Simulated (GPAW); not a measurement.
# Au (Im-3m) in GPAW: single point with PBE

Aim: the single point of Au with PBE.

All numbers are computed with GPAW 26.7.0; they aren't measurements. Logs are shortened: lines on timing, memory, paths and dates and some standing lists are left out, and cuts for length are marked. The log counts tension as positive stress, the text compression.

### Step 1. Starting point

Symmetry: Im-3m, No. 229, cubic system. The conventional cell has a = 3.315 Å, b = 3.315 Å, c = 3.315 Å, α = 90.00°, β = 90.00°, γ = 90.00°. Around Au (site symmetry m-3m) lie 8 Au at 2.87 Å.

This isn't the form of Au at room conditions, which is fcc.

### Step 2. Single point, PBE

Contents of run.py:

```python
from ase import Atoms
from ase.dft.bandgap import bandgap
from ase.io import write
from ase.units import GPa
from gpaw import GPAW, PW

atoms = Atoms(['Au'],
              cell=[[-1.657269, 1.657269, 1.657269],
                    [1.657269, -1.657269, 1.657269],
                    [1.657269, 1.657269, -1.657269]],
              scaled_positions=[[0.0, 0.0, 0.0]],
              pbc=True)

calc = GPAW(mode=PW(500),
            xc='PBE',
            kpts={'size': (9, 9, 9), 'gamma': True},
            occupations={'name': 'fermi-dirac', 'width': 0.05},
            nbands=14,
            maxiter=120,
            txt='gpaw.txt')
atoms.calc = calc
energy = atoms.get_potential_energy()
forces = atoms.get_forces()
stress = atoms.get_stress()
calc.write('gs.gpw')
write('result.traj', atoms)
print(f'Energy: {energy:.6f} eV')
print('Forces (eV/A):')
print(forces.round(4))
print('Stress (GPa):', (stress / GPa).round(3))
print('Fermi level:', round(calc.get_fermi_level(), 4), 'eV')
print(f'Gap: {bandgap(calc)[0]:.4f} eV, direct: {bandgap(calc, direct=True)[0]:.4f} eV')
```

Potentials or basis: GPAW PAW data sets (gpaw-data 1.2.1), pw.

Launch:

```sh
$ OMP_NUM_THREADS=1 python run.py
```

gpaw.txt:

```text
__  _  _
 | _ |_)|_||  |
 |__||  | ||/\| - 26.7.0

Input parameters:
  mode=PW(ecut=500.0),
  kpts=MonkhorstPack(size=(9, 9, 9), gamma=True),
  maxiter=120,
  nbands=14,
  occupations=Occupations(name='fermi-dirac', width=0.05),
  xc=XC(name='PBE')

Diagonalizing LCAO Hamiltonian
Converting LCAO to pw mode

       Au

Atoms  # Å, Bohr magnetons
|   | symbol |        x |        y |        z |    initial magnetic moments |
|---|--------|----------|----------|----------|-----------------------------|
| 0 |     Au | 0.000000 | 0.000000 | 0.000000 | ( 0.0000,  0.0000,  0.0000) |

Unit cell  # Å
| periodic |         x |         y |         z |  lengths |     angles |
|----------|-----------|-----------|-----------|----------|------------|
|      yes | -1.657269 |  1.657269 |  1.657269 | 2.870474 | 109.471221 |
|      yes |  1.657269 | -1.657269 |  1.657269 | 2.870474 | 109.471221 |
|      yes |  1.657269 |  1.657269 | -1.657269 | 2.870474 | 109.471221 |

Number of symmetries: 48
Symmetry operations  # r_c * U_cc + t_c -> r_c
|    | kind |            matrix            |
|----|------|------------------------------|
|  0 |  σ   |  1, 1, 1,  0, 0,-1,  0,-1, 0 |
|  1 |  C4  |  1, 1, 1,  0, 0,-1, -1, 0, 0 |
|  2 |  C2  |  1, 1, 1,  0,-1, 0,  0, 0,-1 |
|  3 |  S6  |  1, 1, 1,  0,-1, 0, -1, 0, 0 |
|  4 |  S6  |  1, 1, 1, -1, 0, 0,  0, 0,-1 |
|  5 |  C4  |  1, 1, 1, -1, 0, 0,  0,-1, 0 |
|  6 |  E   |  1, 0, 0,  0, 1, 0,  0, 0, 1 |
|  7 |  σ   |  1, 0, 0,  0, 1, 0, -1,-1,-1 |
|  8 |  σ   |  1, 0, 0,  0, 0, 1,  0, 1, 0 |
|  9 |  C3  |  1, 0, 0,  0, 0, 1, -1,-1,-1 |
| 10 |  C3  |  1, 0, 0, -1,-1,-1,  0, 1, 0 |
| 11 |  σ   |  1, 0, 0, -1,-1,-1,  0, 0, 1 |
| 12 |  σ   |  0, 1, 0,  1, 0, 0,  0, 0, 1 |
| 13 |  C2  |  0, 1, 0,  1, 0, 0, -1,-1,-1 |
| 14 |  C3  |  0, 1, 0,  0, 0, 1,  1, 0, 0 |
| 15 |  S4  |  0, 1, 0,  0, 0, 1, -1,-1,-1 |
| 16 |  S4  |  0, 1, 0, -1,-1,-1,  1, 0, 0 |
| 17 |  C3  |  0, 1, 0, -1,-1,-1,  0, 0, 1 |
| 18 |  C3  |  0, 0, 1,  1, 0, 0,  0, 1, 0 |
| 19 |  S4  |  0, 0, 1,  1, 0, 0, -1,-1,-1 |
| 20 |  σ   |  0, 0, 1,  0, 1, 0,  1, 0, 0 |
| 21 |  C3  |  0, 0, 1,  0, 1, 0, -1,-1,-1 |
| 22 |  C2  |  0, 0, 1, -1,-1,-1,  1, 0, 0 |
| 23 |  S4  |  0, 0, 1, -1,-1,-1,  0, 1, 0 |
| 24 |  C4  |  0, 0,-1,  1, 1, 1,  0,-1, 0 |
| 25 |  σ   |  0, 0,-1,  1, 1, 1, -1, 0, 0 |
| 26 |  S6  |  0, 0,-1,  0,-1, 0,  1, 1, 1 |
| 27 |  C2  |  0, 0,-1,  0,-1, 0, -1, 0, 0 |
| 28 |  C4  |  0, 0,-1, -1, 0, 0,  1, 1, 1 |
| 29 |  S6  |  0, 0,-1, -1, 0, 0,  0,-1, 0 |
| 30 |  S6  |  0,-1, 0,  1, 1, 1,  0, 0,-1 |
| 31 |  C4  |  0,-1, 0,  1, 1, 1, -1, 0, 0 |
| 32 |  C4  |  0,-1, 0,  0, 0,-1,  1, 1, 1 |
| 33 |  S6  |  0,-1, 0,  0, 0,-1, -1, 0, 0 |
| 34 |  σ   |  0,-1, 0, -1, 0, 0,  1, 1, 1 |
| 35 |  C2  |  0,-1, 0, -1, 0, 0,  0, 0,-1 |
| 36 |  C2  | -1, 0, 0,  1, 1, 1,  0, 0,-1 |
| 37 |  S6  | -1, 0, 0,  1, 1, 1,  0,-1, 0 |
| 38 |  S6  | -1, 0, 0,  0, 0,-1,  1, 1, 1 |
| 39 |  C2  | -1, 0, 0,  0, 0,-1,  0,-1, 0 |
| 40 |  C2  | -1, 0, 0,  0,-1, 0,  1, 1, 1 |
| 41 |  i   | -1, 0, 0,  0,-1, 0,  0, 0,-1 |
| 42 |  S4  | -1,-1,-1,  1, 0, 0,  0, 1, 0 |
| 43 |  C3  | -1,-1,-1,  1, 0, 0,  0, 0, 1 |
| 44 |  C3  | -1,-1,-1,  0, 1, 0,  1, 0, 0 |
| 45 |  σ   | -1,-1,-1,  0, 1, 0,  0, 0, 1 |
| 46 |  S4  | -1,-1,-1,  0, 0, 1,  1, 0, 0 |
| 47 |  C2  | -1,-1,-1,  0, 0, 1,  0, 1, 0 |

BZ-sampling:
  Number of BZ points: 729
  Number of IBZ points: 35

  Monkhorst-Pack size: [9, 9, 9]
  Monkhorst-Pack shift: [0, 0, 0]

K-points  # in reciprocal-cell coordinates
|     |                                coordinates |     weight |
|-----|--------------------------------------------|------------|
|   0 | (  0.00000000,   0.00000000,   0.00000000) | 0.00137174 |
|   1 | (  0.11111111,   0.00000000,   0.00000000) | 0.01646091 |
|   2 | (  0.11111111,   0.11111111,  -0.11111111) | 0.00823045 |
|   3 | (  0.22222222,   0.00000000,  -0.11111111) | 0.03292181 |
|   4 | (  0.22222222,   0.00000000,   0.00000000) | 0.01646091 |
|   5 | (  0.22222222,   0.11111111,  -0.11111111) | 0.03292181 |
|   6 | (  0.22222222,   0.22222222,  -0.22222222) | 0.00823045 |
|   7 | (  0.33333333,  -0.11111111,  -0.11111111) | 0.01097394 |
|   8 | (  0.33333333,   0.00000000,  -0.11111111) | 0.06584362 |
|   9 | (  0.33333333,   0.00000000,   0.00000000) | 0.01646091 |
| ... |                                            |            |
|  34 | (  0.44444444,   0.44444444,   0.44444444) | 0.01097394 |

Plane wave coefficients: 473
Cutoff: 500.0 eV

Spin-components: 1 (collinear spins)
Bands:           14
Projectors:      6
Spin-degeneracy: 2
Datatype:        complex128

Parallelization:
  kpt:    1
  domain: 1
  band:   1

Density:
  Valence electrons: 11.0
  Components: 1
  Grid points: [15 15 15]
  Charge: 0.0  # |e|

Potential:
  Grid points: [15 15 15]

species:
  Au:
    name:    Gold
    Z:       79.0
    valence: 11
    core:    68
    charge:  0.0  # [|e|]
    compensation charges:
      type: gauss
      rc: 0.42  # [Å]
      lmax: 2
    cutoffs:
      filter: 2.33  # [Å]
      core: 2.81  # [Å]
    projectors
    | kind |    occ | energy [eV] | rcut [Å] |
    |------|--------|-------------|----------|
    |   6s |  1.000 |      -5.728 |    1.323 |
    |   6p |  0.000 |      -0.775 |    1.323 |
    |   5d | 10.000 |      -6.891 |    1.323 |
    |    s |        |      21.484 |    1.323 |
    |    p |        |      26.436 |    1.323 |
    |    d |        |      20.321 |    1.323 |

    Using partial waves for Au as LCAO basis

Reference energy: -516598.271109  # eV

eigensolver:
  PPCG
  Converge bands: occupied
  niter=2

density mixing:
  MSR1-Mixer
  Pratt-step length: 0.05
  Maximum mixing coefficient: 0.75
  Old densities: 10
  SVD Regularization: 0.005
  Good broyden scale: 1.0
  Trust region scale: 1.0
  Backstep threshold: 4.0
  History deletion threshold: 6.0
  Fourier metric: weight=20.0, sigma=0.015

occupation numbers:
  Fermi-Dirac:
    width: 0.0500  # eV

poisson solver:
  ecut: 4000.0  # eV

xc functional:
  name: PBE with 2 nearest neighbor stencil

convergence criteria:
- Maximum [total energy] change in last 3 cyles: 0.0005 eV / valence electron
- Maximum integral of absolute [dens]ity change: 0.0001 electrons / valence electron
- Maximum integral of absolute [eigenst]ate change: 4e-08 eV^2 / valence electron
maximum number of iterations: 120

SCF iterations
|iter     | |      energy | eigst |  dens |
|---------|-|-------------|-------|-------|
|iter:   1| |   -3.411619 | -0.48 |       |
|iter:   2| |   -3.351892 | -2.84 | -1.10 |
|iter:   3| |   -3.136944 | -2.23 | -1.15 |
|iter:   4| |   -3.134992 | -4.53 | -2.07 |
|iter:   5| |   -3.134399c| -4.50 | -2.36 |
|iter:   6| |   -3.134397c| -6.73 | -3.82 |
|iter:   7| |   -3.134396c| -7.55c| -4.12c|

Converged in 7 steps
Energy contributions relative to reference atoms: (reference = -516598.271109)

Energy contributions:
  Kinetic:          -9.239488
  Coulomb:           7.455307
  Zero:              0.138181
  External:          0.000000
  Xc:               -1.485813
  Entropy:          -0.005166
  Spinorbit:         0.000000
  ----------------------------
  Free energy:      -3.136979
  Extrapolated:     -3.134396

dipole moment: (-5.653468, -5.653468, -5.653468)  # |e|*Ang

Fermi level: 8.738
Eigenvalues  # (at kpt = [0.000, 0.000, 0.000])
| band index |      eig [eV] | occ [0-2] |
|------------|---------------|-----------|
|          0 |        -0.284 |     2.000 |
|          1 |         4.363 |     2.000 |
|          2 |         4.363 |     2.000 |
|          3 |         4.363 |     2.000 |
|          4 |         6.088 |     2.000 |
|          5 |         6.088 |     2.000 |
|          6 |        26.503 |     0.000 |
|          7 |        26.503 |     0.000 |
|          8 |        26.503 |     0.000 |
|          9 |        32.290 |     0.000 |
|         10 |        32.290 |     0.000 |
|         11 |        32.290 |     0.000 |
|         12 |        33.221 |     0.000 |
|         13 |        33.221 |     0.000 |

No gap
No difference between direct/indirect transitions

Forces  # eV/Ang
|       x |       y |       z |
|---------|---------|---------|
| 0.00000 | 0.00000 | 0.00000 |  # Au   0

Stress tensor  # eV/Ang^3
|         x |         y |         z |
|-----------|-----------|-----------|
| -0.004020 |  0.000000 | -0.000000 |
|  0.000000 | -0.004020 | -0.000000 |
| -0.000000 | -0.000000 | -0.004020 |

# Writing to gs.gpw (mode='')
```

It took 7.8 s on 1 thread of Intel Xeon Platinum 8259CL at 2.50GHz (Skylake/Cascade Lake), shared host; peak memory 0.12 GiB.

Results:

| Item | Value |
| --- | --- |
| Free energy | -3.1370 eV |
| Pressure | 0.6 GPa |
| Band gap on the k mesh | none (metal or under the smearing width) |

Caveat: with this Au data set, volumes or pressures lay over 1.5 % or 2 GPa off other programs in two to four cells of ten; the cutoff is short for stress and forces, so pressures can be off by a GPa or more. Spin-orbit coupling is left out, which matters for the levels of Au.
